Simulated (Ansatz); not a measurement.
Relaxed-ion elastic tensor of GeTe in space group R3m (No. 160; Ge on 3a, Te on 3a) in GPa (Voigt order), the program Ansatz at the r²SCAN level (PAW); density 5.93 g/cm³, 28.02 Å³ per atom.

|  | 1 | 2 | 3 | 4 | 5 | 6 |
|---|---|---|---|---|---|---|
| 1 | 92.4 | 20.3 | 18.5 | -16.8 | 0.0 | 0.0 |
| 2 | 20.3 | 92.4 | 18.5 | 16.8 | 0.0 | 0.0 |
| 3 | 18.5 | 18.5 | 32.1 | 0.0 | 0.0 | 0.0 |
| 4 | -16.8 | 16.8 | 0.0 | 26.7 | 0.0 | 0.0 |
| 5 | 0.0 | 0.0 | 0.0 | 0.0 | 26.7 | -16.8 |
| 6 | 0.0 | 0.0 | 0.0 | 0.0 | -16.8 | 36.0 |

Question: Is the crystal mechanically stable?

Answer: Yes: the smallest eigenvalue of C is 13.9 GPa.

Question: Work out the Voigt, Reuss and Hill averages.

Answer: K_V = 36.8, K_R = 28.5, K_H = 32.7; G_V = 28.5, G_R = 19.2, G_H = 23.9 GPa.

Question: Give Young's modulus, Poisson's ratio, Pugh's ratio and the universal anisotropy index.

Answer: E = 9KG/(3K + G) = 57.6 GPa; ν = 0.21; K/G = 1.37 (brittle by the Pugh limit of 1.75); A_U = 5G_V/G_R + K_V/K_R − 6 = 2.72.

Question: Estimate the sound speeds and the Debye temperature.

Answer: v_l = √((K + 4G/3)/ρ) = 3300 m/s, v_t = √(G/ρ) = 2010 m/s, mean 2220 m/s; Θ = (h/k)(3n/4πV)^(1/3) v_m = 217 K.

Question: How much does each axis shrink under pressure?

Answer: Linear compressibilities β_i = Σ_j S_ij (j = 1 to 3): x 4.6, y 4.6, z 26 per TPa.

Symmetry was held in the r²SCAN relaxation; of distortions, only those at the zone centre were tested. Scalar-relativistic: spin–orbit coupling is off unless named, which matters more the heavier the elements.

Potentials: the later of the program's two PAW sets.
